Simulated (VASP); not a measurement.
# RbCl (Fm-3m) in VASP: notebook

The runs below take RbCl through relaxation of cell and atoms, with LDA.

Everything below comes from runs of VASP 6.6.1. Logs are shortened: lines on timing, memory, paths and dates and some standing lists are left out, and cuts for length are marked.

## 1. Starting point

Symmetry: Fm-3m, No. 225, cubic system. Conventional cell: a = 6.548 Å, b = 6.548 Å, c = 6.548 Å, α = 90.00°, β = 90.00°, γ = 90.00°. Rb (site symmetry m-3m) has 6 Cl at 3.27 Å as nearest neighbours. Cl (site symmetry m-3m) is surrounded by 6 Rb at 3.27 Å.

## 2. Relaxation of cell and atoms, LDA

The input, INCAR:

```
SYSTEM = RbCl
PREC = Accurate
ENCUT = 600
EDIFF = 1E-6
ISMEAR = 0
SIGMA = 0.03
LREAL = .False.
LASPH = .True.
NELM = 80
ALGO = Normal
ISIF = 3
LWAVE = .False.
LCHARG = .False.
IBRION = 2
NSW = 90
EDIFFG = -0.01
```

The input, KPOINTS:

```
regular mesh
0
Gamma
  8 8 8
  0 0 0
```

The input, POSCAR:

```
RbCl
1.0
    0.0000000000      3.2740000000      3.2740000000
    3.2740000000      0.0000000000      3.2740000000
    3.2740000000      3.2740000000      0.0000000000
Rb Cl
1 1
Direct
    0.0000000000      0.0000000000      0.0000000000
    0.5000000000      0.5000000000      0.5000000000
```

Potentials or basis: VASP PAW LDA potentials, release 64 (Rb_sv, Cl).

On the command line:

```console
cat potpaw_LDA.64/Rb_sv/POTCAR potpaw_LDA.64/Cl/POTCAR > POTCAR
mpirun -np 1 vasp_std > vasp.out
```

OUTCAR:

```text
SYSTEM = RbCl
   PREC = Accurate
   ENCUT = 600
   EDIFF = 1E-6
   ISMEAR = 0
   LREAL = .False.
   LASPH = .True.
   NELM = 80
   ISIF = 3
   IBRION = 2
   NSW = 90
   EDIFFG = -0.01

 ion  position               nearest neighbor table
   1  0.000  0.000  0.000-   2 3.27   2 3.27   2 3.27   2 3.27   2 3.27   2 3.27
   2  0.500  0.500  0.500-   1 3.27   1 3.27   1 3.27   1 3.27   1 3.27   1 3.27

  LATTYP: Found a face centered cubic cell.
 ALAT       =     6.5480000000

  Lattice vectors:

 A1 = (   0.0000000000,   3.2740000000,   3.2740000000)
 A2 = (   3.2740000000,   0.0000000000,   3.2740000000)
 A3 = (   3.2740000000,   3.2740000000,   0.0000000000)

Analysis of symmetry for initial positions (statically):
=====================================================================
 Subroutine PRICEL returns:
 Original cell was already a primitive cell.

 Routine SETGRP: Setting up the symmetry group for a
 face centered cubic supercell.

 Subroutine GETGRP returns: Found 48 space group operations
 (whereof 48 operations were pure point group operations)
 out of a pool of 48 trial point group operations.

The static configuration has the point symmetry O_h .

Analysis of symmetry for dynamics (positions and initial velocities):
=====================================================================
 Subroutine PRICEL returns:
 Original cell was already a primitive cell.

 Routine SETGRP: Setting up the symmetry group for a
 face centered cubic supercell.

 Subroutine GETGRP returns: Found 48 space group operations
 (whereof 48 operations were pure point group operations)
 out of a pool of 48 trial point group operations.

The dynamic configuration has the point symmetry O_h .

 Subroutine INISYM returns: Found 48 space group operations
 (whereof 48 operations are pure point group operations),
 and found     1 'primitive' translations

----------------------------------------------------------------------------------------

                                     Primitive cell

  volume of cell :      70.1885

  direct lattice vectors                    reciprocal lattice vectors
     0.000000000  3.274000000  3.274000000    -0.152718387  0.152718387  0.152718387
     3.274000000  0.000000000  3.274000000     0.152718387 -0.152718387  0.152718387
     3.274000000  3.274000000  0.000000000     0.152718387  0.152718387 -0.152718387

  length of vectors
     4.630135203  4.630135203  4.630135203     0.264516006  0.264516006  0.264516006

  position of ions in fractional coordinates (direct lattice)
     0.000000000  0.000000000  0.000000000
     0.500000000  0.500000000  0.500000000

  ion indices of the primitive-cell ions
   primitive index   ion index
                 1           1
                 2           2

----------------------------------------------------------------------------------------

 KPOINTS: regular mesh

Automatic generation of k-mesh.
 Grid dimensions read from file:
 generate k-points for:    8    8    8

 Generating k-lattice:

  Cartesian coordinates                     Fractional coordinates (reciprocal lattice)
    -0.019089798  0.019089798  0.019089798     0.125000000  0.000000000  0.000000000
     0.019089798 -0.019089798  0.019089798     0.000000000  0.125000000  0.000000000
     0.019089798  0.019089798 -0.019089798     0.000000000  0.000000000  0.125000000

  Length of vectors
     0.033064501  0.033064501  0.033064501

  Shift w.r.t. Gamma in fractional coordinates (k-lattice)
     0.000000000  0.000000000  0.000000000

 Subroutine IBZKPT returns following result:
 ===========================================

 Found     29 irreducible k-points:

 Following reciprocal coordinates:
            Coordinates               Weight
  0.000000  0.000000  0.000000      1.000000
  0.125000  0.000000  0.000000      8.000000
  0.250000  0.000000  0.000000      8.000000
  0.375000  0.000000  0.000000      8.000000
  0.500000  0.000000  0.000000      4.000000
  0.125000  0.125000  0.000000      6.000000
[... 16 lines left out ...]
  0.500000  0.250000  0.125000     48.000000
 -0.375000  0.250000  0.125000     24.000000
 [... further k-points ...]
   k-points           NKPTS =     29   k-points in BZ     NKDIM =     29   number of bands    NBANDS=     12
   number of dos      NEDOS =    301   number of ions     NIONS =      2
   total plane-waves  NPLWV =  64000
   dimension x,y,z NGX =    40 NGY =   40 NGZ =   40
   dimension x,y,z NGXF=    80 NGYF=   80 NGZF=   80
   ions per type =               1   1
   NGX,Y,Z   is equivalent  to a cutoff of  14.36, 14.36, 14.36 a.u.
   NGXF,Y,Z  is equivalent  to a cutoff of  28.72, 28.72, 28.72 a.u.
 SYSTEM =  RbCl
   PREC   = accura    normal or accurate (medium, high low for compatibility)
   ISTART =      0    job   : 0-new  1-cont  2-samecut
   ICHARG =      2    charge: 1-file 2-atom 10-const
   ISPIN  =      1    spin polarized calculation?
   LNONCOLLINEAR =      F non collinear calculations
   LSORBIT =      F    spin-orbit coupling
   LASPH  =      T    aspherical Exc in radial PAW
   ENCUT  =  600.0 eV  44.10 Ry    6.64 a.u.   9.25  9.25  9.25*2*pi/ulx,y,z
   NELM   =     80;   NELMIN=  2; NELMDL= -5     # of ELM steps
   EDIFF  = 0.1E-05   stopping-criterion for ELM
   LREAL  =      F    real-space projection
   EDIFFG = -.1E-01   stopping-criterion for IOM
   NSW    =     90    number of steps for IOM
   IBRION =      2    ionic relax: 0-MD 1-quasi-New 2-CG
   NFREE  =      1    steps in history (QN), initial steepest desc. (CG)
   ISIF   =      3    stress and relaxation
   ISYM   =      2    0-nonsym 1-usesym 2-fastsym
   POTIM  = 0.5000    time-step for ionic-motion
   TEBEG  =    0.0;   TEEND  =   0.0 temperature during run
   PSTRESS=    0.0 pullay stress
   NELECT =      16.0000    total number of electrons
   NUPDOWN=      -1.0000    fix difference up-down
   EMIN   =  10.00;   EMAX   =-10.00  energy-range for DOS
   EFERMI =   0.00;   METHOD = LEGACY
   ISMEAR =     0;   SIGMA  =   0.03  broadening in eV -4-tet -1-fermi 0-gaus
   EFERMI_NEDOS =   21; number of points for ismear=-14 and -15
   IALGO  =     38    algorithm
   IMIX   =      4    mixing-type and parameters
     AMIX     =   0.40;   BMIX     =  1.00
     AMIX_MAG =   1.60;   BMIX_MAG =  1.00
  volume/ion in A,a.u.               =      35.09       236.83
  Fermi-wavevector in a.u.,A,eV,Ry     =   1.000060  1.889840 13.607465  1.000120
  Thomas-Fermi vector in A             =   2.132392
   LORBIT       =      0    0 simple, 1 ext, 2 COOP (PROOUT), +10 PAW based schemes
   GGA     = CA    functional components
   LHFCALC =     F    Hartree Fock is set to
   AEXX    =    0.0000 exact exchange contribution
   IVDW    =     0    specifies the selected vdW correction
   LEPSILON=     F    determine dielectric tensor
   LRPA    =     F    only Hartree local field effects (RPA)
 conjugate gradient relaxation of ions
 non-spin polarized calculation
 Gauss-broadening in eV      SIGMA  =   0.03
  energy-cutoff  :      600.00
  volume of cell :       70.19
 maximum number of plane-waves:      2397
 NGX is ok and might be reduce to    40
   NGX = 19   NGY = 19   NGZ = 19

--------------------------------------- Ionic step        1  -------------------------------------------

 number of electron      16.0000001 magnetization

 Free energy of the ion-electron system (eV)
  ---------------------------------------------------
  ext. energy  EPLUGINS =         0.00000000
  ---------------------------------------------------
  free energy    TOTEN  =        -7.24435754 eV

  energy without entropy =       -7.24435754  energy(sigma->0) =       -7.24435754

------------------------ aborting loop because EDIFF is reached ----------------------------------------

  FORCE on cell =-STRESS in cart. coord.  units (eV):
  Direction    XX          YY          ZZ          XY          YZ          ZX
  --------------------------------------------------------------------------------------
  -------------------------------------------------------------------------------------
  Total       -0.5967149     -0.5967149     -0.5967149     -0.0000000     -0.0000000     -0.0000000
  in kB      -13.6210780    -13.6210780    -13.6210780     -0.0000000     -0.0000000     -0.0000000
  external PRESSURE =     -13.6210780 kB  Pullay stress =       0.0000000 kB
[... 57 lines left out ...]
  energy  without entropy=       -7.2633625311  energy(sigma->0) =       -7.26336253

--------------------------------------- Ionic step        3  -------------------------------------------

 number of electron      15.9999999 magnetization

 Free energy of the ion-electron system (eV)
  ---------------------------------------------------
  ext. energy  EPLUGINS =         0.00000000
  ---------------------------------------------------
  free energy    TOTEN  =        -7.26778328 eV

  energy without entropy =       -7.26778328  energy(sigma->0) =       -7.26778328

 E-fermi :  -1.5690     XC(G=0):  -8.2675

 val. band max:       -1.7842600791   @ k =   0.0000   0.0000   0.0000
 cond. band min:       3.0521146914   @ k =   0.0000   0.0000   0.0000
 fundamental gap:      4.8363747704
 Fermi energy:        -1.5689734724

 k-point     1 :       0.0000    0.0000    0.0000
  band No.  band energies     occupation
      1     -25.3772      2.00000
      2     -13.7744      2.00000
      3      -9.4907      2.00000
      4      -9.4907      2.00000
      5      -9.4907      2.00000
      6      -1.7843      2.00000
      7      -1.7843      2.00000
      8      -1.7843      2.00000
      9       3.0521      0.00000
     10       5.9613      0.00000
     11       5.9613      0.00000
     12       5.9613      0.00000
[... 331 lines left out ...]
 k-point    24 :      -0.3750    0.2500    0.1250
  band No.  band energies     occupation
      1     -25.3463      2.00000
      2     -13.8233      2.00000
      3      -9.6378      2.00000
      4      -9.6151      2.00000
      5      -9.4703      2.00000
      6      -2.5861      2.00000
      7      -2.1566      2.00000
      8      -2.1307      2.00000
      9       5.7674      0.00000
     10       5.9342      0.00000
     11       8.0650      0.00000
     12       8.2324      0.00000

 [... further k-points ...]

------------------------ aborting loop because EDIFF is reached ----------------------------------------

  FORCE on cell =-STRESS in cart. coord.  units (eV):
  Direction    XX          YY          ZZ          XY          YZ          ZX
  --------------------------------------------------------------------------------------
  -------------------------------------------------------------------------------------
  Total       -0.0193447     -0.0193447     -0.0193447      0.0000000      0.0000000      0.0000000
  in kB       -0.4752385     -0.4752385     -0.4752385      0.0000000      0.0000000      0.0000000
  external PRESSURE =      -0.4752385 kB  Pullay stress =       0.0000000 kB
[... 17 lines left out ...]
  FREE ENERGIE OF THE ION-ELECTRON SYSTEM (eV)
  ---------------------------------------------------
  free  energy   TOTEN  =        -7.2677832772 eV

  energy  without entropy=       -7.2677832772  energy(sigma->0) =       -7.26778328

 reached required accuracy - stopping structural energy minimisation
```

Wall time 25 s (1 thread of Intel Xeon 6975P-C (Granite Rapids), shared host); peak memory 0.21 GiB.

Results:

```yaml
Free_energy: -7.2678 eV
Relaxed_volume: 32.61 Å³/atom
Relaxed_cell: a = 4.518 Å, b = 4.518 Å, c = 4.518 Å, α = 60.00°, β = 60.00°, γ = 60.00°
Space_group_after_relaxing_to_0.05_Å: Fm-3m (No. 225)
Energy_gained_by_relaxing: 11.7 meV/atom
Ionic_steps: 3
Pressure_after_relaxing: 0.0 GPa
Band_gap_on_the_k_mesh: 4.84 eV, direct
```

Step by step:
```
step  energy change (eV)  largest force (eV/Å)  pressure (GPa)  volume (Å³)
   1              0.0000                0.0000           -1.36        70.19
   2             -0.0190                0.0000           -0.64        67.20
   3             -0.0234                0.0000           -0.05        65.22
```

Final structure:
```
Rb Cl
1.0
     0.00000    3.19480    3.19480
     3.19480    0.00000    3.19480
     3.19480    3.19480    0.00000
Rb Cl
1 1
Direct
  0.00000 0.00000 0.00000
  0.50000 0.50000 0.50000
```

A k mesh can miss the band edges. Zero-point motion and thermal expansion aren't in these numbers.

## 3. Relaxation of cell and atoms, LDA

This run uses another cell than the first one, of 32.61 Å³/atom, 0.929 times its volume.

INCAR: that of step 2 with these lines changed.

```diff
@@ -3,3 +3,3 @@
 ENCUT = 600
-EDIFF = 1E-6
+EDIFF = 1E-7
 ISMEAR = 0
@@ -15,2 +15,2 @@
 NSW = 90
-EDIFFG = -0.01
+EDIFFG = -0.005
```

KPOINTS is that of step 2.

The input, POSCAR:

```
RbCl                                    
1.0
   -0.0000000000      3.1948018214      3.1948018214
    3.1948018214     -0.0000000000      3.1948018214
    3.1948018214      3.1948018214      0.0000000000
  Rb              Cl            
     1     1
Direct
     0.0000000000000000    0.0000000000000000    0.0000000000000000
     0.5000000000000000    0.5000000000000000    0.5000000000000000
```

Potentials or basis: VASP PAW LDA potentials, release 64 (Rb_sv, Cl).

On the command line:

```console
cat potpaw_LDA.64/Rb_sv/POTCAR potpaw_LDA.64/Cl/POTCAR > POTCAR
mpirun -np 1 vasp_std > vasp.out
```

Wall time 13 s (1 thread of Intel Xeon 6975P-C (Granite Rapids), shared host); peak memory 0.19 GiB.

It converged, with:

- Free energy: -7.2677 eV
- Relaxed volume: 32.56 Å³/atom
- Relaxed cell: a = 4.516 Å, b = 4.516 Å, c = 4.516 Å, α = 60.00°, β = 60.00°, γ = 60.00°
- Space group after relaxing (to 0.05 Å): Fm-3m (No. 225)
- Energy gained by relaxing: 0.0 meV/atom
- Ionic steps: 2
- Pressure after relaxing: 0.0 GPa
- Band gap on the k mesh: 4.84 eV, direct

Final structure:
```xyz
2
Lattice="0.0000 3.1932 3.1932 3.1932 0.0000 3.1932 3.1932 3.1932 0.0000" Properties=species:S:1:pos:R:3 pbc="T T T"
Rb    0.0000    0.0000    0.0000
Cl    3.1932    3.1932    3.1932
```

Levels at points of the mesh, in eV from the valence-band top:
```tsv
k point	band 5	band 6	band 7	band 8	band 9	band 10	band 11	band 12
(0.00, 0.00, 0.00)	-7.70	0.00	0.00	0.00	4.84	7.75	7.75	7.75
(0.50, 0.00, 0.00)	-7.65	-1.09	-0.45	-0.45	7.64	7.95	10.23	10.23
(0.50, 0.50, 0.00)	-7.85	-0.32	-0.09	-0.09	5.75	8.13	9.78	10.10
```

A k mesh can miss the band edges.
